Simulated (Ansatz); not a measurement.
**Searching the electronic states of Fe**

Is Fe magnetic at this level, in which order, and do all starts find it? Single-point runs from several starts follow. System: Fe, the measured crystal structure (space group Fm-3m, primitive cell doubled); the cell holds 2 atoms. Source: COD entry 9012706, which need not be the ambient phase.

The COD cell was measured well above room temperature, so it is larger than a cold one.

Method: DFT PBE, PAW, plane waves, scalar-relativistic, in Ansatz 0.2.0.

### Step 1. Starting point

It takes space group Fm-3m (No. 225, cubic). The conventional cell has a = 3.639 Å, b = 3.639 Å, c = 3.639 Å, α = 90.00°, β = 90.00°, γ = 90.00°. Fe (site symmetry m-3m) has 12 Fe at 2.57 Å as nearest neighbours.

Coordinates:

```cif
data_structure
_symmetry_space_group_name_H-M 'Fm-3m'
_symmetry_Int_Tables_number 225
_cell_length_a 3.6390
_cell_length_b 3.6390
_cell_length_c 3.6390
_cell_angle_alpha 90.000
_cell_angle_beta 90.000
_cell_angle_gamma 90.000
_cell_volume 48.19
loop_
_atom_site_label
_atom_site_type_symbol
_atom_site_symmetry_multiplicity
_atom_site_Wyckoff_symbol
_atom_site_fract_x
_atom_site_fract_y
_atom_site_fract_z
_atom_site_occupancy
Fe1 Fe 4 a 0.00000 0.00000 0.00000 1
```

In tables a label like Fe2 counts atoms in the order of input.yaml; a structure file may count by element.

The first starts: parallel moments, plain SCF; opposed moments +-, plain SCF; no spin polarisation; spin on, no moments given (the program may seed its own), plain SCF. Further starts follow from what these give.

A plain SCF has the search for lower states switched off and ends at the first converged state. Ends within 0.2 meV/atom and 0.1 μB count as one state.

Site moments are integrals over atomic spheres and don't add up to the total.

### Step 2. Parallel moments, plain SCF

input.yaml reads:

```yaml
crystal:
  lattice:
    - [-1.8195, -3.639, -1.8195]
    - [-1.8195, 0.0, -1.8195]
    - [1.8195, 0.0, -1.8195]
  atoms:
    - { symbol: Fe, position: [0.0, 0.0, 0.0], spin: 4.0 }
    - { symbol: Fe, position: [0.5, 0.0, 0.5], spin: 4.0 }
magnetization:
  spin_polarized: true
hamiltonian:
  xc: pbe
  pseudopotentials: { kind: paw }
basis:
  ecutwfc: 420
kpoints:
  mp_grid: { grid: [7, 11, 9] }
scf:
  occupations: { method: fermi_dirac, width: 0.1 }
  lower_state_search: "off"
output:
  forces: true
  stress: true
```

What it wrote (excerpt; [...] marks lines left out):

```text
Warning: crystal.symmetry: narrowed to the stabiliser of the k-point mesh — unitary ops 32 → 8; excluded 24 operations that carry a point of the 7×11×9 mesh (shift [0, 0, 0]) off the mesh (the run samples exactly the mesh kpoints.mp_grid names, as under crystal.symmetry.detect: false, and [...]
Pseudopotentials: kind: paw
Pseudopotential: Fe, paw, valence charge 16, recommended cutoff 420 eV (normal), Fe.paw.azcp
Functional definition: PBE
[...]
Crystal: 2 atoms, lattice volume = 24.094 Å³
Basis set: ecut = 420 eV, 481 PW (Γ), exchange–correlation on 60×36×36 points (8 copies of the dense FFT grid, shifted against one another)
Bands: 24, of which v1, the nominal top of the filled ones, is band 16 counted from 1 (15 counted from 0)
Symmetry: 8 space group operations
k-points: 195 of 693
[...]
Starting moments: Σ|m| = 8 μB on 2 of 2 sites
[...]
SCF iter   1: F=—  HF=-8960.194463 eV  |F-HF|=—  |Δ(HF+E_count)|=         —  Δρ=1.04e-1 (↑1.04e-1 ↓6.65e-2)  dr2=3.94e-1  dr2_m=1.53e0  M=5.742 μB ∫|m|=5.836 μB  β_m=0.30  ethr=1.23e-3  ⟨swp⟩=1.0  Hψ=45884  notcnv=0
[...]
spin-set hold released at iteration 1 (the charge has settled, or the pull on large starting moments outlasts its swing): the magnetisation degrees of freedom join the quasi-Newton model from the next iteration; the mixer history was flushed
[...]
SCF iter   9: F=-8960.689132 eV  HF=-8960.689132 eV  |F-HF|=8.76e-9  |Δ(HF+E_count)|=   1.52e-7  Δρ=5.72e-6 (↑5.46e-6 ↓5.72e-6)  dr2=1.07e-8  dr2_m=1.08e-9  M=5.099 μB ∫|m|=5.317 μB  ethr=3.13e-10  ⟨swp⟩=4.1  Hψ=29375  notcnv=0
[...]
SCF converged after 9 iterations
Magnetization: 5.0993 μB (18.5497 up, 13.4503 down)
Absolute magnetization: 5.3170 μB (∫|ρ↑−ρ↓|, with the PAW one-centre terms)
Spin contamination: 0.0884 ħ² per cell (⟨S²⟩ above its minimum at these occupations)
Per-site moments (μB) at R_I (Å): [(2.59322432667567, 1.0614291504043616), (2.593224326675669, 1.0614291504043616)]
Free energy (F): -8960.689132 eV
[...]
E sigma→0 (E₀):  -8960.648330 eV
Entropy (-TS):   -0.081603 eV (-40.801 meV/atom)
Fermi energy:    17.447697 eV
[...]
--- Forces (eV/Å), atoms counted from 1 ---
  atom   1  Fe    -0.00000000    -0.00000000    -0.00000000
  atom   2  Fe    -0.00000000    -0.00000000    -0.00000000
[...]
--- Stress (GPa, compression-positive) ---
       -0.989748       0.007331       0.237739
        0.007338      -0.552582       0.007338
        0.237739       0.007331      -0.989748
  P = ⅓ Tr σ = -0.8440 GPa (-8.440 kbar)
```

It took 5.3 s on 2 threads of an x86-64 CPU, shared host; peak memory 0.48 GiB.

Result: ferromagnetic, site moments Fe1 2.59, Fe2 2.59 μB, total 5.10 μB per cell, no gap on the k-mesh.

### Step 3. Opposed moments +-, plain SCF

input.yaml: that of step 2 with these lines changed.

```diff
@@ -7,3 +7,3 @@
     - { symbol: Fe, position: [0.0, 0.0, 0.0], spin: 4.0 }
-    - { symbol: Fe, position: [0.5, 0.0, 0.5], spin: 4.0 }
+    - { symbol: Fe, position: [0.5, 0.0, 0.5], spin: -4.0 }
 magnetization:
```

What it wrote (excerpt; [...] marks lines left out):

```text
Warning: crystal.symmetry: narrowed to the stabiliser of the k-point mesh — unitary ops 16 → 4; excluded 12 operations that carry a point of the 7×11×9 mesh (shift [0, 0, 0]) off the mesh (the run samples exactly the mesh kpoints.mp_grid names, as under crystal.symmetry.detect: false, and [...]
[... 11 lines as in an earlier run ...]
Symmetry: 4 space group operations
[... 5 lines as in an earlier run ...]
Starting moments: Σ|m| = 8 μB on 2 of 2 sites
[... 2 lines as in an earlier run ...]
spin-down is spin-up translated by (0.5, 0, 0.5): one eigenproblem is solved per k-point and the antiferromagnetic symmetry of the starting moments is kept exactly by this SCF (crystal.symmetry.spin_inversion_symmetry: false solves both channels; [...]
SCF iter   1: F=—  HF=-8959.990352 eV  |F-HF|=—  |Δ(HF+E_count)|=         —  Δρ=1.13e-1 (↑1.13e-1 ↓1.13e-1)  dr2=7.37e-1  dr2_m=2.54e0  M=0.000 μB ∫|m|=5.635 μB  β_m=0.30  ethr=2.30e-3  ⟨swp⟩=1.4  Hψ=23543  notcnv=0
[...]
[... 1 line as in an earlier run ...]
[...]
SCF iter  11: F=-8960.631982 eV  HF=-8960.631982 eV  |F-HF|=1.91e-8  |Δ(HF+E_count)|=   5.69e-8  Δρ=7.49e-6 (↑7.49e-6 ↓7.49e-6)  dr2=2.43e-8  dr2_m=3.22e-9  M=0.000 μB ∫|m|=3.926 μB  ethr=3.13e-10  ⟨swp⟩=4.1  Hψ=14802  notcnv=0
[...]
SCF converged after 11 iterations
Magnetization: 0.0000 μB (16.0000 up, 16.0000 down)
Absolute magnetization: 3.9262 μB (∫|ρ↑−ρ↓|, with the PAW one-centre terms)
Spin contamination: 1.4431 ħ² per cell (⟨S²⟩ above its minimum at these occupations)
Per-site moments (μB) at R_I (Å): [(1.9077847876773106, 1.0614291504043616), (-1.9077847876773106, 1.0614291504043616)]
Free energy (F): -8960.631982 eV
[...]
E sigma→0 (E₀):  -8960.574092 eV
Entropy (-TS):   -0.115781 eV (-57.891 meV/atom)
Fermi energy:    17.582000 eV
[...]
--- Forces (eV/Å), atoms counted from 1 ---
  atom   1  Fe     0.00000000     0.00000000     0.00000000
  atom   2  Fe    -0.00000000     0.00000000    -0.00000000
[...]
--- Stress (GPa, compression-positive) ---
      -20.577468      -0.017128       0.049607
       -0.017128      -7.080791      -0.017128
        0.049607      -0.017128     -20.577468
  P = ⅓ Tr σ = -16.0786 GPa (-160.786 kbar)
```

It took 3.6 s on 2 threads of an x86-64 CPU, shared host; peak memory 0.47 GiB.

Result: antiferromagnetic (magnetic neighbours of Fe1 with a moment over 0.3 of its own that point the other way: 8 of 12 at 2.57 Å, 0 of 6 at 3.64 Å), site moments Fe1 1.91, Fe2 -1.91 μB, total 0.00 μB per cell, no gap on the k-mesh. Against step 2, the lowest until now, it is 28.6 meV/atom higher.

### Step 4. No spin polarisation

input.yaml: that of step 3 with these lines changed.

```diff
@@ -6,6 +6,4 @@
   atoms:
-    - { symbol: Fe, position: [0.0, 0.0, 0.0], spin: 4.0 }
-    - { symbol: Fe, position: [0.5, 0.0, 0.5], spin: -4.0 }
-magnetization:
-  spin_polarized: true
+    - { symbol: Fe, position: [0.0, 0.0, 0.0] }
+    - { symbol: Fe, position: [0.5, 0.0, 0.5] }
 hamiltonian:
```

What it wrote (excerpt; [...] marks lines left out):

```text
[... 11 lines as in an earlier run ...]
Bands: 20, of which v1, the nominal top of the filled ones, is band 16 counted from 1 (15 counted from 0)
[... 5 lines as in an earlier run ...]
[...]
[... 2 lines as in an earlier run ...]
SCF iter   1: F=—  HF=-8960.311223 eV  |F-HF|=—  |Δ(HF+E_count)|=         —  Δρ=2.48e-3  dr2=2.46e-4  ethr=1.77e-3  ⟨swp⟩=5.0  Hψ=31299  notcnv=0  defer=96
[...]
SCF iter   6: F=-8960.311768 eV  HF=-8960.311768 eV  |F-HF|=9.28e-9  |Δ(HF+E_count)|=   1.75e-8  Δρ=1.35e-5  dr2=1.05e-8  ethr=6.98e-11  ⟨swp⟩=2.1  Hψ=14559  notcnv=0
[...]
SCF converged after 6 iterations
Free energy (F): -8960.311768 eV
[...]
E sigma→0 (E₀):  -8960.240206 eV
Entropy (-TS):   -0.143125 eV (-71.562 meV/atom)
Fermi energy:    17.152327 eV
[...]
--- Forces (eV/Å), atoms counted from 1 ---
  atom   1  Fe     0.00000000     0.00000000    -0.00000000
  atom   2  Fe     0.00000000     0.00000000    -0.00000000
[...]
--- Stress (GPa, compression-positive) ---
      -31.063628       0.014860      -0.098931
        0.014859     -31.212577       0.014859
       -0.098931       0.014860     -31.063628
  P = ⅓ Tr σ = -31.1133 GPa (-311.133 kbar)
```

Wall time 3 s (2 threads of an x86-64 CPU, shared host); peak memory 0.43 GiB.

Result: non-magnetic (no spin polarisation), no gap on the k-mesh. It lies 189 meV/atom above the lowest state so far (step 2).

### Step 5. Spin on, no moments given (the program may seed its own), plain SCF

input.yaml: that of step 4 with these lines changed.

```diff
@@ -21 +21,3 @@
   stress: true
+magnetization:
+  spin_polarized: true
```

What it wrote (excerpt; [...] marks lines left out):

```text
[... 1 line as in an earlier run ...]
band count auto-derived: 24 (N_el = 32.0; filled up to band 16; 20 by the electrons, moments and atoms)
[... 19 lines as in an earlier run ...]
SCF iter   1: F=—  HF=-8960.638846 eV  |F-HF|=—  |Δ(HF+E_count)|=         —  Δρ=4.81e-2 (↑4.81e-2 ↓4.81e-2)  dr2=1.37e0  dr2_m=0.00e0  M=0.000 μB ∫|m|=0.000 μB  β_m=0.30  ethr=3.10e-3  ⟨swp⟩=4.6  Hψ=16923  notcnv=0  defer=53
[...]
SCF iter  11: F=-8960.689132 eV  HF=-8960.689132 eV  |F-HF|=1.56e-10  |Δ(HF+E_count)|=   2.47e-9  Δρ=1.39e-6 (↑1.18e-6 ↓1.39e-6)  dr2=5.87e-10  dr2_m=1.23e-10  M=5.099 μB ∫|m|=5.317 μB  ethr=1.01e-10  ⟨swp⟩=2.1  Hψ=27907  notcnv=0
[...]
SCF converged after 11 iterations
an eigenvalue changed by more than its tolerance at an iteration that met the thresholds in force, so the SCF went on 1 time: the last check found none over its tolerance
Magnetization: 5.0993 μB (18.5497 up, 13.4503 down)
Absolute magnetization: 5.3170 μB (∫|ρ↑−ρ↓|, with the PAW one-centre terms)
Spin contamination: 0.0884 ħ² per cell (⟨S²⟩ above its minimum at these occupations)
Per-site moments (μB) at R_I (Å): [(2.593218318958454, 1.0614291504043616), (2.5932183189584532, 1.0614291504043616)]
Free energy (F): -8960.689132 eV
[...]
E sigma→0 (E₀):  -8960.648330 eV
Entropy (-TS):   -0.081603 eV (-40.802 meV/atom)
Fermi energy:    17.447739 eV
[... 24 lines left out: energy terms, forces, stress ...]
```

Run time: 8.4 s. Hardware: 2 threads of an x86-64 CPU, shared host; peak memory 0.48 GiB.

This is the state of step 2 again (ferromagnetic), after 11 iterations.

### Step 6. Parallel moments scaled by 0.03, plain SCF

input.yaml: that of step 5 with these lines changed.

```diff
@@ -6,4 +6,6 @@
   atoms:
-    - { symbol: Fe, position: [0.0, 0.0, 0.0] }
-    - { symbol: Fe, position: [0.5, 0.0, 0.5] }
+    - { symbol: Fe, position: [0.0, 0.0, 0.0], spin: 0.12 }
+    - { symbol: Fe, position: [0.5, 0.0, 0.5], spin: 0.12 }
+magnetization:
+  spin_polarized: true
 hamiltonian:
@@ -21,3 +23 @@
   stress: true
-magnetization:
-  spin_polarized: true
```

What it wrote (excerpt; [...] marks lines left out):

```text
[... 11 lines as in an earlier run ...]
Bands: 21, of which v1, the nominal top of the filled ones, is band 16 counted from 1 (15 counted from 0)
[... 6 lines as in an earlier run ...]
Starting moments: Σ|m| = 0.24 μB on 2 of 2 sites
[... 2 lines as in an earlier run ...]
SCF iter   1: F=—  HF=-8960.638189 eV  |F-HF|=—  |Δ(HF+E_count)|=         —  Δρ=4.84e-2 (↑4.84e-2 ↓4.77e-2)  dr2=1.37e0  dr2_m=5.97e-4  M=0.209 μB ∫|m|=0.211 μB  β_m=0.30  ethr=3.10e-3  ⟨swp⟩=3.7  Hψ=29633  notcnv=0
[...]
spin-set hold released at iteration 30 (site moments' squared step at or under half its running peak, from the soft ceiling on): the magnetisation degrees of freedom join the quasi-Newton model from the next iteration; the mixer history was flushed
[...]
SCF iter  53: F=-8960.689132 eV  HF=-8960.689132 eV  |F-HF|=6.27e-8  |Δ(HF+E_count)|=   5.90e-7  Δρ=1.80e-5 (↑1.80e-5 ↓5.26e-6)  dr2=6.65e-8  dr2_m=1.48e-8  M=5.099 μB ∫|m|=5.317 μB  ethr=2.00e-10  ⟨swp⟩=4.0  Hψ=26140  notcnv=0
[...]
SCF converged after 53 iterations
Magnetization: 5.0994 μB (18.5497 up, 13.4503 down)
Absolute magnetization: 5.3171 μB (∫|ρ↑−ρ↓|, with the PAW one-centre terms)
Spin contamination: 0.0884 ħ² per cell (⟨S²⟩ above its minimum at these occupations)
Per-site moments (μB) at R_I (Å): [(2.593236198910831, 1.0614291504043616), (2.59323619891083, 1.0614291504043616)]
Free energy (F): -8960.689132 eV
[...]
E sigma→0 (E₀):  -8960.648332 eV
Entropy (-TS):   -0.081598 eV (-40.799 meV/atom)
Fermi energy:    17.447924 eV
[... 24 lines left out: energy terms, forces, stress ...]
```

Run time: 30 s. Hardware: 2 threads of an x86-64 CPU, shared host; peak memory 0.46 GiB.

This is the state of step 2 again (ferromagnetic), after 53 iterations.

### Step 7. Moments +- scaled by 0.65, plain SCF

input.yaml: that of step 6 with these lines changed.

```diff
@@ -6,4 +6,4 @@
   atoms:
-    - { symbol: Fe, position: [0.0, 0.0, 0.0], spin: 0.12 }
-    - { symbol: Fe, position: [0.5, 0.0, 0.5], spin: 0.12 }
+    - { symbol: Fe, position: [0.0, 0.0, 0.0], spin: 2.6 }
+    - { symbol: Fe, position: [0.5, 0.0, 0.5], spin: -2.6 }
 magnetization:
```

What it wrote (excerpt; [...] marks lines left out):

```text
[... 11 lines as in an earlier run ...]
Bands: 23, of which v1, the nominal top of the filled ones, is band 16 counted from 1 (15 counted from 0)
[... 6 lines as in an earlier run ...]
Starting moments: Σ|m| = 5.2 μB on 2 of 2 sites
[... 3 lines as in an earlier run ...]
[...]
SCF iter   1: F=—  HF=-8960.575275 eV  |F-HF|=—  |Δ(HF+E_count)|=         —  Δρ=5.46e-2 (↑5.46e-2 ↓5.46e-2)  dr2=8.55e-1  dr2_m=3.35e-1  M=0.000 μB ∫|m|=4.306 μB  β_m=0.30  ethr=2.67e-3  ⟨swp⟩=1.0  Hψ=22340  notcnv=0
[...]
spin-set hold released at iteration 11 (site moments contracting): the magnetisation degrees of freedom join the quasi-Newton model from the next iteration; the mixer history was flushed
[...]
SCF iter  19: F=-8960.631982 eV  HF=-8960.631982 eV  |F-HF|=4.73e-11  |Δ(HF+E_count)|=   3.19e-8  Δρ=2.60e-6 (↑2.60e-6 ↓2.60e-6)  dr2=6.14e-10  dr2_m=9.81e-10  M=0.000 μB ∫|m|=3.926 μB  ethr=2.53e-11  ⟨swp⟩=1.4  Hψ=13436  notcnv=0
[...]
SCF converged after 19 iterations
Magnetization: 0.0000 μB (16.0000 up, 16.0000 down)
Absolute magnetization: 3.9262 μB (∫|ρ↑−ρ↓|)
Spin contamination: 1.4431 ħ² per cell (⟨S²⟩ above its minimum at these occupations)
Per-site moments (μB) at R_I (Å): [(1.9078028914657847, 1.0614291504043616), (-1.9078028914657847, 1.0614291504043616)]
Free energy (F): -8960.631982 eV
[...]
E sigma→0 (E₀):  -8960.574092 eV
Entropy (-TS):   -0.115781 eV (-57.890 meV/atom)
Fermi energy:    17.581911 eV
[... 24 lines left out: energy terms, forces, stress ...]
```

It took 7 s on 2 threads of an x86-64 CPU, shared host; peak memory 0.44 GiB.

Nothing new: the 19 iterations lead to the state found in step 3 (antiferromagnetic).

### Step 8. A moment on one site alone, plain SCF

input.yaml: that of step 7 with these lines changed.

```diff
@@ -6,4 +6,4 @@
   atoms:
-    - { symbol: Fe, position: [0.0, 0.0, 0.0], spin: 2.6 }
-    - { symbol: Fe, position: [0.5, 0.0, 0.5], spin: -2.6 }
+    - { symbol: Fe, position: [0.0, 0.0, 0.0], spin: 4.0 }
+    - { symbol: Fe, position: [0.5, 0.0, 0.5] }
 magnetization:
```

What it wrote (excerpt; [...] marks lines left out):

```text
[... 11 lines as in an earlier run ...]
Bands: 22, of which v1, the nominal top of the filled ones, is band 16 counted from 1 (15 counted from 0)
[... 6 lines as in an earlier run ...]
Starting moments: Σ|m| = 4 μB on 1 of 2 sites
[... 2 lines as in an earlier run ...]
SCF iter   1: F=—  HF=-8960.464761 eV  |F-HF|=—  |Δ(HF+E_count)|=         —  Δρ=1.06e-1 (↑1.06e-1 ↓3.67e-2)  dr2=4.31e0  dr2_m=5.29e-1  M=2.956 μB ∫|m|=3.374 μB  β_m=0.30  ethr=3.10e-3  ⟨swp⟩=4.0  Hψ=30840  notcnv=0
[...]
spin-set hold released at iteration 10 (the charge has settled, or the pull on large starting moments outlasts its swing): the magnetisation degrees of freedom join the quasi-Newton model from the next iteration; the mixer history was flushed
[...]
SCF iter  29: F=-8960.631982 eV  HF=-8960.631982 eV  |F-HF|=7.23e-8  |Δ(HF+E_count)|=   1.74e-8  Δρ=1.50e-5 (↑5.81e-6 ↓1.50e-5)  dr2=7.85e-8  dr2_m=7.54e-9  M=0.000 μB ∫|m|=3.926 μB  ethr=2.65e-10  ⟨swp⟩=2.6  Hψ=29363  notcnv=0
[...]
SCF converged after 29 iterations
Magnetization: 0.0003 μB (16.0002 up, 15.9998 down)
Absolute magnetization: 3.9260 μB (∫|ρ↑−ρ↓|, with the PAW one-centre terms)
Spin contamination: 1.4431 ħ² per cell (⟨S²⟩ above its minimum at these occupations)
Per-site moments (μB) at R_I (Å): [(1.9078792322612672, 1.0614291504043616), (-1.9075570253233245, 1.0614291504043616)]
Free energy (F): -8960.631982 eV
[...]
E sigma→0 (E₀):  -8960.574092 eV
Entropy (-TS):   -0.115781 eV (-57.890 meV/atom)
Fermi energy:    17.581843 eV
[... 24 lines left out: energy terms, forces, stress ...]
```

It took 17 s on 2 threads of an x86-64 CPU, shared host; peak memory 0.48 GiB.

Nothing new: the 29 iterations lead to the state found in step 3 (antiferromagnetic).

### Step 9. All ends together

| step | iterations | state | moments of Fe1 Fe2 (μB) | total (μB) | gap (eV) | pressure (GPa) | above lowest (meV/atom) |
| --- | --- | --- | --- | --- | --- | --- | --- |
| 2 | 9 | 1 | 2.59 2.59 | 5.10 | none | -0.8 | 0.0 |
| 3 | 11 | 2 | 1.91 -1.91 | 0.00 | none | -16.1 | 28.6 |
| 4 | 6 | 3 | 0.00 0.00 | 0.00 | none | -31.1 | 189 |
| 5 | 11 | 1 | 2.59 2.59 | 5.10 | none | -0.8 | 0.0 |
| 6 | 53 | 1 | 2.59 2.59 | 5.10 | none | -0.8 | 0.0 |
| 7 | 19 | 2 | 1.91 -1.91 | 0.00 | none | -16.1 | 28.6 |
| 8 | 29 | 2 | 1.91 -1.91 | 0.00 | none | -16.1 | 28.6 |

States are numbered from the lowest. Starts by step: 2 parallel moments, plain SCF; 3 opposed moments +-, plain SCF; 4 no spin polarisation; 5 spin on, no moments given (the program may seed its own), plain SCF; 6 parallel moments scaled by 0.03, plain SCF; 7 moments +- scaled by 0.65, plain SCF; 8 a moment on one site alone, plain SCF.

The 7 runs of this session took 75 s in all, from 3 s to 30 s each.

Decimal logarithm of the largest residual (eV) by iteration, counted through all cycles of a run:

| iteration | step 2 | step 3 | step 4 | step 5 | step 6 | step 7 | step 8 |
| --- | --- | --- | --- | --- | --- | --- | --- |
| 1 | 0.2 | 0.4 | -3.6 | 0.1 | 0.1 | -0.1 | 0.6 |
| 2 | 0.0 | 0.2 | -4.1 | 1.3 | -0.8 | -0.8 | 1.1 |
| 3 | -0.3 | 0.3 | -5.2 | -1.2 | -1.9 | -1.1 | 0.5 |
| 4 | -2.0 | -1.6 | -6.7 | -1.5 | -2.8 | -1.2 | 0.0 |
| 5 | -2.5 | -2.2 | -7.7 | -1.7 | -2.9 | -1.4 | -0.1 |
| 6 | -4.1 | -2.9 | -8.0 | -2.4 | -2.9 | -1.5 | -0.3 |
| 10 | - | -7.0 | - | -7.5 | -2.5 | -2.0 | -0.7 |
| 15 | - | - | - | - | -2.0 | -4.4 | -1.6 |
| 20 | - | - | - | - | -1.8 | - | -4.4 |
| 25 | - | - | - | - | -1.9 | - | -5.8 |
| 29 | - | - | - | - | -1.6 | - | -7.1 |
| 34 | - | - | - | - | -2.2 | - | - |
| 39 | - | - | - | - | -1.3 | - | - |
| 44 | - | - | - | - | -1.2 | - | - |
| 48 | - | - | - | - | -2.1 | - | - |
| 53 | - | - | - | - | -7.2 | - | - |

### Step 10. What came out

| quantity | value |
| --- | --- |
| distinct states | 3 from 7 converged runs |
| lowest state from plain starts | ferromagnetic |
| its moments | Fe1 2.59, Fe2 2.59 μB |
| total moment | 5.10 μB per cell |
| gap on the k-mesh | none |
| pressure | -0.8 GPa |
| largest force | 0.000 eV/Å |
| next state | antiferromagnetic, 28.6 meV/atom higher |
| highest state | non-magnetic (no spin polarisation), 189 meV/atom higher |

In words: 7 runs converged, to 3 different states. Switching spin polarisation off costs 189 meV/atom in free energy, smearing entropy included. The best antiferromagnetic state lies 28.6 meV/atom above the best ferromagnetic one. The search isn't exhaustive: larger magnetic cells and non-collinear orders weren't tried. The mesh has less symmetry than the lattice, which lowers the symmetry of the run.
